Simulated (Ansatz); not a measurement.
# TiPbO3: reading a single point

```xyz
5
Lattice="3.8630 0.0000 0.0000 0.0000 3.8630 0.0000 0.0000 0.0000 4.1286" Properties=species:S:1:pos:R:3 pbc="T T T"
Pb    0.0000    0.0000    0.0000
Ti    1.9315    1.9315    2.2336
O     1.9315    1.9315    0.4740
O     1.9315    0.0000    2.5630
O     0.0000    1.9315    2.5630
```

The numbers come from plane-wave PAW DFT (Ansatz): r2SCAN, no spin polarisation, 500 eV, 7×7×6 Γ-centred k points, cold occupations (width 0.2424 eV). Nothing was relaxed.

Is it stable against the elements?

-2.54 eV an atom against the elements' usual phases (free molecules for gases, crystals otherwise, with no correction for O₂ or N₂), so it is bound against them; other compounds may still compete. Relaxing would lower it.

Metal or insulator? Give the gap.

The gap is 1.98 eV, indirect (the least direct gap found is 2.47 eV).

How is the charge shared?

Bader charges in e: Ti +2.30, Pb +1.44, O -1.27 to -1.20. In the mean Ti gives up most and O takes most.

What do density and ELF say about some of the short contacts?

Ti–O at 1.76 Å: least valence density 1.21 e/Å³ and ELF 0.29 there. Pb–O at 2.49 Å: least valence density 0.31 e/Å³ and ELF 0.14 there, a closed-shell (ionic or weak) contact. Both are smooth PAW fields, read partly inside the augmentation spheres.

Origin: a database entry at a rescaled volume. Caveats: no spin-orbit coupling, which can shift this gap by tenths of an eV; wide smearing; the mesh misses a band edge that the path finds.
